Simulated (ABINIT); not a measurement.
# TiTe2 (P-3m1) in ABINIT: further runs, part 2 of 2

ABINIT 10.8.3 (patched build). Earlier steps stand in the parts before.

## (3) Single point, LDA

run.abi reads:

```
# Pseudopotentials
pp_dirpath "./"
pseudos "Te.upf, Ti.upf"

# Structure
acell 3*1.0 Angstrom
rprim
     3.7770000000     0.0000000000     0.0000000000
    -1.8885000000     3.2709779501     0.0000000000
     0.0000000000     0.0000000000     6.4980000000
ntypat 2
znucl 52 22
natom 3
typat 1 1 2
xred
     0.3333333333     0.6666666667     0.7372000000
     0.6666666667     0.3333333333     0.2628000000
     0.0000000000     0.0000000000     0.0000000000

# Plane-wave basis
ecut 35.0

# k points
kptopt 1
ngkpt 6 6 3
nshiftk 1
shiftk 0.0 0.0 0.0

# Exchange and correlation
ixc 7

# Bands and occupations
nband 27
occopt 3
tsmear 0.00183747

# SCF cycle
nstep 100
tolvrs 1.0e-10

# Output
iomode 3
prtwf 0
prteig 0
prtebands 0
enunit 2
prtden 1
prtvha 1
prtvclmb 1
prtpot 1
prtelf 1
```

Potentials or basis: PseudoDojo NC SR LDA v0.4.1 standard.

The run is started by

```console
> abinit run.abi > log 2>&1
```

Wall time 87 s (1 thread of Intel Xeon 6975P-C (Granite Rapids), shared host); peak memory 0.11 GiB.

The run converged. Its results:

* Free energy: -7311.3446 eV
* Largest force: 0.369 eV/Å
* Band gap on the k mesh: none (metal or under the smearing width)
* Valence electrons inside the program's atomic spheres: Te 11.98; Ti 9.49

Forces on the atoms (eV/Å):
```
Te   0.000  0.000  0.369
Te   0.000  0.000 -0.369
Ti   0.000  0.000  0.000
```

Levels at points of the mesh, in eV from the Fermi level:
```
           k point  band 18  band 19  band 20  band 21  band 22  band 23  band 24  band 25  band 26  band 27
(0.00, 0.00, 0.00)    -1.64    -1.64     0.33     0.41     0.41     0.59     1.08     1.08     3.08     3.08
(0.50, 0.00, 0.00)    -3.64    -2.68    -2.38    -1.71    -1.10     0.03     1.15     1.46     2.44     3.38
```

Caveat: the cutoff is too short for stress, so the log's stress isn't used.

## (4) Single point, PBE

run.abi reads:

```
pp_dirpath "./"
pseudos "52_Te_16_2.3_2.3_pbe_n_v1.0.psp8, 22_Ti_12_2.0_2.8_pbe_n_v1.0.psp8"

acell 3.777 3.777 6.498 Angstrom
rprim
     1.0000000000     0.0000000000     0.0000000000
    -0.5000000000     0.8660254038     0.0000000000
     0.0000000000     0.0000000000     1.0000000000
ntypat 2
znucl 52 22
natom 3
typat 1 1 2
xcart
    -0.0000000004     4.1208349905     9.0524034318
     3.5687477867     2.0604174949     3.2270369260
     0.0000000000     0.0000000000     0.0000000000

ecut 707.496042 eV

kptopt 1
ngkpt 6 6 3
nshiftk 1
shiftk 0.0 0.0 0.0

ixc 11

nband 27
occopt 3
tsmear 0.00183747

nstep 100
tolvrs 1.0e-10

iomode 3
prtwf 0
prteig 0
prtebands 0
enunit 2
prtvol 2
prtden 1
prtvha 1
prtvclmb 1
prtpot 1
prtelf 1
```

Potentials or basis: SPMS NC PBE v1.0.

The run is started by

```console
> abinit run.abi > log 2>&1
```

Run time: 63 s. Hardware: 1 thread of Arm Neoverse V2, shared host; peak memory 0.09 GiB.

The run converged. Its results:

```yaml
Free_energy: -7009.9275 eV
Pressure: 0.8 GPa
Largest_force: 0.041 eV/Å
Band_gap_on_the_k_mesh: none (metal or under the smearing width)
Valence_electrons_inside_the_program's_atomic_spheres: Te 11.95; Ti 9.49
```

Forces on the atoms (eV/Å):
```
Te   0.000  0.000  0.041
Te   0.000  0.000 -0.041
Ti   0.000  0.000  0.000
```

Stress tensor (GPa, compression positive):
```
0.79 0.00 0.00
0.00 0.79 0.00
0.00 0.00 0.68
```

Levels at points of the mesh, in eV from the Fermi level:
```csv
k point,band 19,band 20,band 21,band 22,band 23,band 24,band 25,band 26
"(0.00, 0.00, 0.00)",-1.67,0.36,0.41,0.41,0.56,1.06,1.06,3.06
"(0.50, 0.00, 0.00)",-2.73,-2.40,-1.75,-1.14,0.03,1.17,1.49,2.42
```

Caveat: this functional lacks dispersion, which binds the layers, so the pressure and a relaxed spacing across them are unreliable. The run has no spin-orbit coupling, so splittings on Te are missing.

## (5) Single point, PBE

run.abi reads:

```
pp_dirpath "./"
pseudos "Te.upf, Ti.upf"

acell 3*1.0
rprim
     7.1374955727     0.0000000000     0.0000000000
    -3.5687477864     6.1812524854     0.0000000000
     0.0000000000     0.0000000000    12.2794403578
ntypat 2
znucl 52 22
natom 3
typat 1 1 2
xcart
    -0.0000000004     4.1208349905     9.0524034318
     3.5687477867     2.0604174949     3.2270369260
     0.0000000000     0.0000000000     0.0000000000

ecut 1142.878222 eV

kptopt 1
ngkpt 6 6 3
nshiftk 1
shiftk 0.0 0.0 0.0

ixc 11

nband 27
occopt 3
tsmear 0.00183747

nstep 100
tolvrs 1.0e-10

iomode 3
prtwf 0
prtden 0
prteig 0
prtebands 0
enunit 1
```

Potentials or basis: PseudoDojo NC SR PBE v0.4.1 standard.

The run is started by

```console
> abinit run.abi > log 2>&1
```

run.abo:

```text
.Version 10.8.3 of ABINIT
 Symmetries : space group P-3 m 1 (#164); Bravais hP (primitive hexag.)
================================================================================
 Values of the parameters that define the memory need of the present run
     intxc =       0    ionmov =       0      iscf =       7    lmnmax =       6
     lnmax =       6     mgfft =      72  mpssoang =       3    mqgrid =    3583
     natom =       3  nloc_mem =       1    nspden =       1   nspinor =       1
    nsppol =       1      nsym =      12    n1xccc =    2501    ntypat =       2
    occopt =       3   xclevel =       2
       mpw =        7076          nfft =      145800          nkpt =          17
================================================================================
================================================================================

--------------------------------------------------------------------------------
------------- Echo of variables that govern the present computation ------------
[... 214 lines left out ...]

== END DATASET(S) ==============================================================
================================================================================

 -outvars: echo values of variables after computation  --------
            acell      1.0000000000E+00  1.0000000000E+00  1.0000000000E+00 Bohr
           etotal     -2.6914894806E+02
            fcart      3.7725350520E-29 -2.9040988370E-29  7.5017351464E-04
                       1.8862675260E-29  3.6301235465E-30 -7.5017351464E-04
                      -5.6588025780E-29  2.5410864824E-29 -0.0000000000E+00
            rprim      7.1374955727E+00  0.0000000000E+00  0.0000000000E+00
                      -3.5687477864E+00  6.1812524854E+00  0.0000000000E+00
                       0.0000000000E+00  0.0000000000E+00  1.2279440358E+01
           strten     -3.1234583268E-05 -3.1234583451E-05 -2.7344689823E-05
                       0.0000000000E+00  0.0000000000E+00  1.0662429167E-13
           xangst     -1.7639233366E-11  2.1806519653E+00  4.7903255968E+00
                       1.8884999987E+00  1.0903259826E+00  1.7076743988E+00
                       0.0000000000E+00  0.0000000000E+00  0.0000000000E+00
             xred      3.3333333333E-01  6.6666666667E-01  7.3720000000E-01
                       6.6666666667E-01  3.3333333333E-01  2.6280000000E-01
                       0.0000000000E+00  0.0000000000E+00  0.0000000000E+00
 Calculation completed.
```

It took 2.7 min on 1 thread of Arm Neoverse V1, shared host; peak memory 0.14 GiB.

Results:

```yaml
Free_energy: -7323.9160 eV
Pressure: 0.9 GPa
Largest_force: 0.039 eV/Å
Band_gap_on_the_k_mesh: none (metal or under the smearing width)
Valence_electrons_inside_the_program's_atomic_spheres: Te 11.97; Ti 9.49
```

Forces on the atoms (eV/Å):
```
Te   0.000  0.000  0.039
Te   0.000  0.000 -0.039
Ti   0.000  0.000  0.000
```

Caveat: this functional lacks dispersion, which binds the layers, so the pressure and a relaxed spacing across them are unreliable. Spin-orbit coupling is left out, which matters for the levels of Te.

## (6) Single point, PBEsol

run.abi reads:

```
pp_dirpath "./"
pseudos "Te.upf, Ti.upf"

acell 3.777 3.777 6.498 Angstrom
rprim
     1.0000000000     0.0000000000     0.0000000000
    -0.5000000000     0.8660254038     0.0000000000
     0.0000000000     0.0000000000     1.0000000000
ntypat 2
znucl 52 22
natom 3
typat 1 1 2
xcart
    -0.0000000002     2.1806519668     4.7903256000
     1.8885000002     1.0903259833     1.7076744000
     0.0000000000     0.0000000000     0.0000000000 Angstrom

ecut 38.0

kptopt 1
ngkpt 6 6 3
nshiftk 1
shiftk 0.0 0.0 0.0

ixc -116133

nband 27
occopt 3
tsmear 0.05 eV

nstep 100
tolvrs 1.0e-10

iomode 3
prtwf 0
prtden 0
prteig 0
prtebands 0
enunit 1
prtvol 2
```

Potentials or basis: PseudoDojo NC SR PBEsol v0.4.1 standard.

The run is started by

```console
> mpirun --bind-to none -np 4 abinit run.abi > log 2>&1
```

Wall time 22 s (4 MPI ranks of AMD EPYC 9R45 (Zen 5), shared host); peak memory 0.4 GiB.

It converged, with:

```yaml
Free_energy: -7312.7167 eV
Pressure: -2.3 GPa
Largest_force: 0.185 eV/Å
Band_gap_on_the_k_mesh: none (metal or under the smearing width)
Valence_electrons_inside_the_program's_atomic_spheres: Te 11.96; Ti 9.47
```

Forces on the atoms (eV/Å):
```
Te   0.000  0.000  0.185
Te   0.000  0.000 -0.185
Ti   0.000  0.000  0.000
```

Stress tensor (GPa, compression positive):
```
-2.29  0.00  0.00
 0.00 -2.29  0.00
 0.00  0.00 -2.43
```

Levels at points of the mesh, in eV from the Fermi level:
```
           k point  band 19  band 20  band 21  band 22  band 23  band 24  band 25  band 26
(0.00, 0.00, 0.00)    -1.65     0.35     0.42     0.42     0.58     1.08     1.08     3.09
(0.50, 0.00, 0.00)    -2.72    -2.40    -1.72    -1.13     0.03     1.18     1.49     2.43
```

Caveat: this functional lacks dispersion, which binds the layers, so the pressure and a relaxed spacing across them are unreliable.

## (7) Summary

```csv
level,potentials or basis,cutoff (eV),gap on the mesh (eV),pressure (GPa),largest force (eV/Å)
AM05,PseudoDojo NC SR PBEsol v0.4 stringent,1279,none,-2.7,0.25
LDA,PseudoDojo NC SR LDA v0.4.1 standard,952,none,-,0.37
PBE,SPMS NC PBE v1.0,707,none,0.8,0.04
PBE,PseudoDojo NC SR PBE v0.4.1 standard,1143,none,0.9,0.04
PBEsol,PseudoDojo NC SR PBEsol v0.4.1 standard,1034,none,-2.3,0.18
```

Alike in all rows: task single point; no spin polarisation; cell as given; k mesh 6 × 6 × 3; smearing fermi-dirac 0.05 eV.

Caveats: this functional lacks dispersion, which binds the layers, so the pressure and a relaxed spacing across them are unreliable (some runs); the potentials were made for another functional, which shifts forces and pressure (some runs).

Total energies depend on the potentials used, so only differences within one code and one set of settings carry meaning.
